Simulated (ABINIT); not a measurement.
Input of an ABINIT 10.8.3 (patched build) run:

run.abi

```
# Pseudopotentials
pp_dirpath "./"
pseudos "Ge.GGA_PBE-JTH.xml"

# Structure
acell 7.5601949712 7.5601949712 7.5601949712
rprim
     0.0000000000     0.7071067812     0.7071067812
     0.7071067812     0.0000000000     0.7071067812
     0.7071067812     0.7071067812     0.0000000000
ntypat 1
znucl 32
natom 2
typat 1 1
xred
     0.7500000000     0.7500000000     0.7500000000
     0.5000000000     0.5000000000     0.5000000000

# Plane-wave basis
ecut 20.0
pawecutdg 40.0

# k points
kptopt 1
ngkpt 6 6 6
nshiftk 1
shiftk 0.0 0.0 0.0

# Exchange and correlation
ixc -116133

# Bands and occupations
nband 18
occopt 3
tsmear 0.00183747

# SCF cycle
nstep 100
tolvrs 1.0e-9

# Output
iomode 3
prtwf 0
prtden 0
prteig 0
prtebands 0
```

Potentials or basis: JTH PAW PBE v2.0.

Command:

```bash
$ abinit run.abi > log 2>&1
```

**Question.** What does it give for the band gap on the k mesh?

**Answer.** None (metal or under the smearing width).

Caveat: this crystal is a semiconductor, whose small gap the functional closes, so the metal is an error of the method.

**What was measured.**

From “Temperature-dependent photoluminescence in Ge: experiment and theory”, 2020, arxiv:2003.00143, for a bulk crystal of Ge at 0 K: band gap 0.744 eV (indirect).

Measured gap of Ge: 0.744 eV (indirect; 0 K; “Temperature-dependent photoluminescence in Ge: experiment and theory”, 2020, arxiv:2003.00143). This calculation gives 0.00 eV (-0.74 eV). 3 values of this kind are on record (0.666 to 0.807 eV); this one was drawn at random among those near their median. Spin-orbit coupling on Ge is left out. The value is that of PBEsol on a finite k mesh, which can miss the band edges, without temperature or zero-point motion. Semilocal functionals fall short of measured gaps as a rule.
